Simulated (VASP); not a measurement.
Write the native input for VASP 6.6.1 that does the following.

* Task: relaxation of cell and atoms
* Functional: PBEsol
* Potentials or basis: VASP PAW PBE potentials, release 64 (Rh_pv)
* Cutoff: 600 eV
* k mesh: 8 × 8 × 8
* Occupations: gaussian, width 0.1 eV
* Spin: no spin polarisation
* Further INCAR settings: ALGO = Fast; EDIFF = 1e-07; IBRION = 2; EDIFFG = -0.005; NSW = 90; ISIF = 3

The structure of Rh lies in POSCAR:

```
Rh
1.0
   -1.5110298100      1.5110298100      1.5110298100
    1.5110298100     -1.5110298100      1.5110298100
    1.5110298100      1.5110298100     -1.5110298100
Rh
1
Direct
    0.0000000000      0.0000000000      0.0000000000
```

This isn't the form of Rh at room conditions, which is fcc.

One way to write it, as run:

INCAR

```
PREC = Accurate ; ENCUT = 600
EDIFF = 1E-7 ; ISMEAR = 0
SIGMA = 0.1 ; LREAL = F
LASPH = T ; NELM = 60
ALGO = Fast ; ISIF = 3
LWAVE = F ; LCHARG = F
GGA = PS ; IBRION = 2
NSW = 90 ; EDIFFG = -0.005
```

KPOINTS

```
regular mesh
0
Gamma
  8 8 8
```

Potentials or basis: VASP PAW PBE potentials, release 64 (Rh_pv).

Launch:

```bash
$ cat potpaw_PBE.64/Rh_pv/POTCAR > POTCAR
$ mpirun -np 1 vasp_std > vasp.out
```

It gave:

```yaml
Relaxed_volume: 13.88 Å³/atom
Relaxed_cell: a = 2.622 Å, b = 2.622 Å, c = 2.622 Å, α = 109.47°, β = 109.47°, γ = 109.47°
Space_group_after_relaxing_to_0.05_Å: Im-3m (No. 229)
Energy_gained_by_relaxing: 0.4 meV/atom
Ionic_steps: 3
Pressure_after_relaxing: 0.0 GPa
Band_gap_on_the_k_mesh: none (metal or under the smearing width)
```

Caveat: the k mesh is coarse (spacing up to 0.37 Å⁻¹), so the values aren't converged; the PAW data sets were made with another functional, which shifts forces and pressure a little.

Run time: 11 s on 1 thread of Intel(R) Xeon(R) Platinum 8488C (Sapphire Rapids) (shared host), peak memory 0.14 GiB.
